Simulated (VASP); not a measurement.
# KI (Fm-3m) in VASP: a series of runs, part 2 of 2

VASP 6.6.1. Earlier steps stand in the parts before.

## 5. Single point, LDA

This run uses another cell than the first one, of 39.11 Å³/atom, 0.985 times its volume.

Contents of INCAR:

```
SYSTEM = KI
PREC     = Accurate       ! precision mode
ENCUT    = 520            ! plane-wave cutoff, eV
EDIFF    = 1E-6           ! SCF threshold, eV
ISMEAR   = 0              ! smearing method
SIGMA    = 0.01           ! smearing width, eV
LREAL    = .False.        ! projectors in reciprocal space
LASPH    = .True.         ! aspherical terms in the spheres
NELM     = 60             ! most SCF steps
ALGO     = Normal         ! electronic algorithm
ISIF     = 2              ! what is computed and relaxed
LWAVE    = .False.        ! write WAVECAR
LCHARG   = .False.        ! write CHGCAR
GGA      = CA             ! functional
NBANDS   = 15             ! bands
```

Contents of KPOINTS:

```
Automatic mesh
0
Gamma
  6 6 6
  0 0 0
```

Contents of POSCAR:

```
KI
1.0
    0.0000000000      3.3944187819      3.3944187819
    3.3944187819      0.0000000000      3.3944187819
    3.3944187819      3.3944187819      0.0000000000
K I
1 1
Direct
    0.0000000000      0.0000000000      0.0000000000
    0.5000000000      0.5000000000      0.5000000000
```

Potentials or basis: VASP PAW LDA potentials, release 64 (K_sv, I).

On the command line:

```bash
$ cat potpaw_LDA.64/K_sv/POTCAR potpaw_LDA.64/I/POTCAR > POTCAR
$ mpirun -np 1 vasp_std > vasp.out
```

OUTCAR:

```text
SYSTEM = KI
   PREC = Accurate
   ENCUT = 520
   EDIFF = 1E-6
   ISMEAR = 0
   LREAL = .False.
   LASPH = .True.
   NELM = 60
   ISIF = 2
   GGA = CA

 ion  position               nearest neighbor table
   1  0.000  0.000  0.000-   2 3.39   2 3.39   2 3.39   2 3.39   2 3.39   2 3.39
   2  0.500  0.500  0.500-   1 3.39   1 3.39   1 3.39   1 3.39   1 3.39   1 3.39

  LATTYP: Found a face centered cubic cell.
 ALAT       =     6.7888375638

  Lattice vectors:

 A1 = (   0.0000000000,   3.3944187819,   3.3944187819)
 A2 = (   3.3944187819,   0.0000000000,   3.3944187819)
 A3 = (   3.3944187819,   3.3944187819,   0.0000000000)

Analysis of symmetry for initial positions (statically):
=====================================================================
 Subroutine PRICEL returns:
 Original cell was already a primitive cell.

 Routine SETGRP: Setting up the symmetry group for a
 face centered cubic supercell.

 Subroutine GETGRP returns: Found 48 space group operations
 (whereof 48 operations were pure point group operations)
 out of a pool of 48 trial point group operations.

The static configuration has the point symmetry O_h .

Analysis of symmetry for dynamics (positions and initial velocities):
=====================================================================
 Subroutine PRICEL returns:
 Original cell was already a primitive cell.

 Routine SETGRP: Setting up the symmetry group for a
 face centered cubic supercell.

 Subroutine GETGRP returns: Found 48 space group operations
 (whereof 48 operations were pure point group operations)
 out of a pool of 48 trial point group operations.

The dynamic configuration has the point symmetry O_h .

 Subroutine INISYM returns: Found 48 space group operations
 (whereof 48 operations are pure point group operations),
 and found     1 'primitive' translations

----------------------------------------------------------------------------------------

                                     Primitive cell

  volume of cell :      78.2215

  direct lattice vectors                    reciprocal lattice vectors
[... 108 lines left out ...]
   LRPA    =     F    only Hartree local field effects (RPA)
 non-spin polarized calculation
 Gauss-broadening in eV      SIGMA  =   0.01
  energy-cutoff  :      520.00
  volume of cell :       78.22
 maximum number of plane-waves:      2126
   NGX = 17   NGY = 17   NGZ = 17

 number of electron      16.0000002 magnetization

 Free energy of the ion-electron system (eV)
  ---------------------------------------------------
  ext. energy  EPLUGINS =         0.00000000
  ---------------------------------------------------
  free energy    TOTEN  =        -6.16495185 eV

  energy without entropy =       -6.16495185  energy(sigma->0) =       -6.16495185

 E-fermi :   0.1025     XC(G=0):  -8.0990

 val. band max:        0.0607232067   @ k =   0.0000   0.0000   0.0000
 cond. band min:       3.9735151839   @ k =   0.0000   0.0000   0.0000
 fundamental gap:      3.9127919772
 Fermi energy:         0.1024984282

 k-point     1 :       0.0000    0.0000    0.0000
  band No.  band energies     occupation
      1     -27.9035      2.00000
      2     -11.6480      2.00000
      3     -11.6480      2.00000
      4     -11.6480      2.00000
      5     -10.7138      2.00000
      6       0.0607      2.00000
      7       0.0607      2.00000
      8       0.0607      2.00000
      9       3.9735      0.00000
     10       6.2638      0.00000
     11       6.2638      0.00000
     12       6.2638      0.00000
     13       7.1097      0.00000
     14       7.1097      0.00000
[... 257 lines left out ...]
      2     -11.7503      2.00000
      3     -11.7198      2.00000
      4     -11.6943      2.00000
      5     -10.4038      2.00000
      6      -1.0262      2.00000
      7      -0.6513      2.00000
      8      -0.6480      2.00000
      9       5.3896      0.00000
     10       6.5138      0.00000
     11       7.4283      0.00000
     12       8.5616      0.00000
     13       8.6736      0.00000
     14       9.7680      0.00000
     15      10.3742      0.00000

------------------------ aborting loop because EDIFF is reached ----------------------------------------

  FORCE on cell =-STRESS in cart. coord.  units (eV):
  Direction    XX          YY          ZZ          XY          YZ          ZX
  --------------------------------------------------------------------------------------
  -------------------------------------------------------------------------------------
  Total        0.1293447      0.1293447      0.1293447      0.0000000     -0.0000000      0.0000000
  in kB        2.6493108      2.6493108      2.6493108      0.0000000     -0.0000000      0.0000000
  external PRESSURE =       2.6493108 kB  Pullay stress =       0.0000000 kB

 VOLUME and BASIS-vectors are now :
 -----------------------------------------------------------------------------
  energy-cutoff  :      520.00
  volume of cell :       78.22
      direct lattice vectors                 reciprocal lattice vectors
     0.000000000  3.394418782  3.394418782    -0.147300623  0.147300623  0.147300623
     3.394418782  0.000000000  3.394418782     0.147300623 -0.147300623  0.147300623
     3.394418782  3.394418782  0.000000000     0.147300623  0.147300623 -0.147300623

 POSITION                                       TOTAL-FORCE (eV/Angst)
 -----------------------------------------------------------------------------------
      0.00000      0.00000      0.00000         0.000000      0.000000      0.000000
      3.39442      3.39442      3.39442        -0.000000     -0.000000     -0.000000
 -----------------------------------------------------------------------------------
    total drift:                                0.000000      0.000000      0.000000

  FREE ENERGIE OF THE ION-ELECTRON SYSTEM (eV)
  ---------------------------------------------------
  free  energy   TOTEN  =        -6.1649518534 eV

  energy  without entropy=       -6.1649518534  energy(sigma->0) =       -6.16495185
```

OSZICAR:

```text
N       E                     dE             d eps       ncg     rms          rms(c)
DAV:   1     0.987218219559E+02    0.98722E+02   -0.66435E+03   480   0.929E+02
DAV:   2    -0.361980253364E+00   -0.99084E+02   -0.91202E+02   613   0.239E+02
DAV:   3    -0.595890552125E+01   -0.55969E+01   -0.55735E+01   648   0.467E+01
DAV:   4    -0.624882106229E+01   -0.28992E+00   -0.28981E+00   806   0.978E+00
DAV:   5    -0.625047168825E+01   -0.16506E-02   -0.16505E-02   669   0.793E-01    0.418E+00
DAV:   6    -0.617777936292E+01    0.72692E-01   -0.67426E-02   641   0.178E+00    0.287E+00
DAV:   7    -0.616518496642E+01    0.12594E-01   -0.75948E-02   592   0.165E+00    0.791E-01
DAV:   8    -0.616495121829E+01    0.23375E-03   -0.12477E-02   571   0.821E-01    0.206E-01
DAV:   9    -0.616493805970E+01    0.13159E-04   -0.40038E-04   685   0.123E-01    0.118E-01
DAV:  10    -0.616495631387E+01   -0.18254E-04   -0.17575E-04   613   0.653E-02    0.660E-02
DAV:  11    -0.616495161990E+01    0.46940E-05   -0.46209E-05   564   0.445E-02    0.113E-02
DAV:  12    -0.616495185337E+01   -0.23347E-06   -0.20919E-06   653   0.115E-02
   1 F= -.61649519E+01 E0= -.61649519E+01  d E =-.206478E-11
```

It took 23 s on 1 thread of Intel Xeon Platinum 8488C (Sapphire Rapids), shared host; peak memory 0.17 GiB.

Results:

```yaml
Free_energy: -6.1650 eV
Pressure: 0.3 GPa
Band_gap_on_the_k_mesh: 3.91 eV, direct
```

Levels at points of the mesh, in eV from the valence-band top:
```tsv
k point	band 6	band 7	band 8	band 9	band 10	band 11
(0.00, 0.00, 0.00)	0.00	0.00	0.00	3.91	6.20	6.20
(0.50, 0.00, 0.00)	-1.69	-0.47	-0.47	5.37	7.75	8.21
(0.50, 0.50, 0.00)	-1.23	-0.45	-0.45	4.46	5.76	8.05
```

Caveat: spin-orbit coupling is left out, which moves the levels of the heavy elements.

## 6. Against experiment

Step 2. A measured gap of KI is 6.32 eV (a printed reference work, monograph); the calculated 3.87 eV misses it by -2.45 eV. Spin-orbit coupling on I is left out. The value is that of LDA, without temperature or zero-point motion. Semilocal functionals fall short of measured gaps as a rule.

Step 3. Against the measured gap of KI, 6.32 eV (a printed reference work, monograph), the calculated 3.87 eV is off by -2.45 eV. Spin-orbit coupling on I is left out. The value is that of LDA, without temperature or zero-point motion. Semilocal functionals fall short of measured gaps as a rule.

Step 5. Measured gap of KI: 6.32 eV (a printed reference work, monograph). This calculation gives 3.91 eV (-2.41 eV). Spin-orbit coupling on I is left out. The value is that of LDA, without temperature or zero-point motion. Semilocal functionals fall short of measured gaps as a rule.
